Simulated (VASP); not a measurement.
Here is the system:

```
ZnTe
1.0
    0.00000     3.06906     3.06906
    3.06906     0.00000     3.06906
    3.06906     3.06906     0.00000
Zn Te
1 1
Direct
  0.50000   0.50000   0.50000
  0.25000   0.25000   0.25000
```

These are PBE0 hybrid, VASP's PBE PAW potentials (set 64) (plane waves; VASP) values and carry that method's errors. Numerical set-up: 300 eV cut-off, 5×5×5 Γ-centred mesh, Gaussian smearing of 0.010 eV, potentials Zn Te.

Unless said otherwise, spin-orbit coupling is left out, though it shifts the bands of the heavy elements here.

Problem. Estimate the energy per atom (σ→0), band gap (on the k-mesh) with the smallest direct gap where there is one.

Solution. 
| Quantity | Value |
|---|---|
| band gap (on the k-mesh) | 2.69 eV |
| smallest direct gap (on the k-mesh) | 2.69 eV |
| energy per atom (σ→0) | -3.473 eV/atom |

The absolute energy has meaning only against runs of the same code, potentials and settings.

The structure comes from a computed database's ZnTe entry; how it stands against other phases isn't given here. The cell was not relaxed at this level.
